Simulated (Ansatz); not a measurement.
**NiO (zincblende): the equilibrium volume**

At what volume is NiO (zincblende) free of pressure? This structure was made by substitution into a known type, so it needn't be the compound's stable form.

Program: Ansatz 0.2.0. Level of theory: DFT PBE, scalar-relativistic, plane waves, PAW. These are calculated values, not measurements.

1 further run of the same task is left out (it didn't finish). Runs told in other sessions of the task aren't counted.

## (1) The system as given

Symmetry: F-43m, No. 216, cubic system. Conventional cell: a = 4.537 Å, b = 4.537 Å, c = 4.537 Å, α = 90.00°, β = 90.00°, γ = 90.00°. Ni (site symmetry -43m) is surrounded by 4 O at 1.96 Å. O (site symmetry -43m) has 4 Ni at 1.96 Å in its first shell of neighbours.

As a file:

```cif
data_structure
_symmetry_space_group_name_H-M 'P 1'
_symmetry_Int_Tables_number 1
_cell_length_a 3.2082
_cell_length_b 3.2082
_cell_length_c 3.2082
_cell_angle_alpha 60.000
_cell_angle_beta 60.000
_cell_angle_gamma 60.000
_cell_volume 23.35
loop_
_atom_site_label
_atom_site_type_symbol
_atom_site_fract_x
_atom_site_fract_y
_atom_site_fract_z
_atom_site_occupancy
Ni1 Ni 0.00000 0.00000 0.00000 1
O1 O 0.25000 0.25000 0.25000 1
```

The moments start at Ni 2.00 μB.

## (2) At the starting volume

input.yaml

```yaml
crystal:
  lattice:
    - [0.0, 2.2685246777, 2.2685246777]
    - [2.2685246777, 0.0, 2.2685246777]
    - [2.2685246777, 2.2685246777, 0.0]
  atoms:
    - { symbol: Ni, position: [0.0, 0.0, 0.0], spin: 2.0 }
    - { symbol: O, position: [0.25, 0.25, 0.25] }
basis:
  ecutwfc: 420
  ecutrho_ratio: 4
kpoints:
  mp_grid: { grid: [12, 12, 12] }
hamiltonian:
  xc: pbe
scf:
  occupations: { method: gaussian, width: 0.05 }
output:
  forces: true
  stress: true
  eigenvalues: true
  populations: true
magnetization:
  spin_polarized: true
```

Launch:

```console
$ ansatz run input.yaml --threads 2 --pin off --max-ram 2662MiB --backend cpu --events-out ev --progress --plain --runs-dir out
```

Further steps of the session: A step to a new volume; Next volume: 11.254 Å³/atom.

What does the calculation give? Wanted: volume; pressure; conventional cell; gap on the mesh; spin moments in spheres.

The runs gave:

| quantity | value |
| --- | --- |
| volume | 11.254 Å³/atom |
| pressure | -0.01 GPa |
| conventional cell | a = 4.482 Å, b = 4.482 Å, c = 4.482 Å, α = 90.00°, β = 90.00°, γ = 90.00° |
| gap on the mesh | none (metal) |
| spin moments in spheres | Ni 1.47; O 0.37 μB |

**Reading.** Over the 3 runs shown the cell moved from 11.67 to 11.25 Å³/atom, a change of -3.6 %, where the pressure is zero within 0.01 GPa.

No U or exact exchange acts on the open 3d shell; in such an oxide or halide a metallic result can be the functional's failure.
